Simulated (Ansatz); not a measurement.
## The polar optical mode of LiF, worked through

Computed with DFT r2SCAN+D3(BJ), scalar-relativistic, plane waves, PAW (Ansatz 0.2.0). Cutoff 500 eV, 10×10×10 k-points (Γ-centred), fixed occupations. No spin polarisation. Phonons by linear response, acoustic sum rule imposed.

The cell is fixed (symmetry leaves no force on the atoms) and stands under 0.0 GPa:
```
Li F
1.0
     0.00000    2.13060    2.13060
     2.13060    0.00000    2.13060
     2.13060    2.13060    0.00000
Li F
1 1
Direct
  0.00000 0.00000 0.00000
  0.25000 0.25000 0.25000
```

The cell is the ideal cubic zincblende prototype; this isn't the usual structure of the compound.

Linear response gives ν_TO = 470.4 cm⁻¹, Born charges ±0.978 e (positive on Li) and ε∞ = 1.840. The primitive cell holds 19.344 Å³, and the masses are 6.940 and 18.998 amu.

**Question.** Find ν_LO and the static dielectric constant.

**Answer.** The long-wave field adds a restoring force: ω_LO² − ω_TO² = Z*²e²/(ε_vac ε∞ μV). In these units ν_LO² − ν_TO² = 4.92064×10⁷ Z*²/(μ V ε∞) cm⁻², with μ = m₁m₂/(m₁ + m₂) = 5.083 amu: 260356 cm⁻². So ν_LO = √(470.4² + 260356) = 694.0 cm⁻¹, and the run gives 694.0. Lyddane–Sachs–Teller then gives ε0 = ε∞ (ν_LO/ν_TO)² = 4.00, against 4.00 in the run (it forms both from the same three quantities, so the match checks the arithmetic only). Between ν_TO and ν_LO the dielectric function is negative and an undamped crystal reflects fully: a reststrahlen band from 14.4 to 21.3 μm.

**Question.** What do the Clausius–Mossotti polarisability and the Szigeti charge come to?

**Answer.** With the Lorentz local field, α = (3V/4π)(ε∞ − 1)/(ε∞ + 2) = 1.01 Å³ for the pair, and e_S = 3Z*/(ε∞ + 2) = 0.76 e. The Born charge includes the electrons' response to the dipole's own local field, and e_S takes that enhancement out. The Lorentz field assumes point-like polarisable ions, a fair picture at this small ε∞.

**Question.** How strongly does a slow electron couple to the LO mode?

**Answer.** For one isotropic parabolic band, Fröhlich's constant is α_F = (1/ε∞ − 1/ε0) √(m* Ry/ħω_LO), with Ry = 13.606 eV, ħω_LO = 86.0 meV and m* in free-electron masses: α_F = 0.2938 × 12.57 × √m* = 3.69 √m*. The band mass isn't part of this run; for m* = 0.1, 0.3 and 1 it gives 1.17, 2.02, 3.69. In weak coupling the polaron lies α_F ħω_LO below the band edge (174 meV at m* = 0.3) with a mass m*(1 + α_F/6); past α_F of about 5 or 6 that expansion fails. A semilocal functional's ε∞ tends to be too large, which taken alone lowers α_F.

Cost: 1 run of about 2 core-minutes, on Arm Neoverse N1 (shared hosts).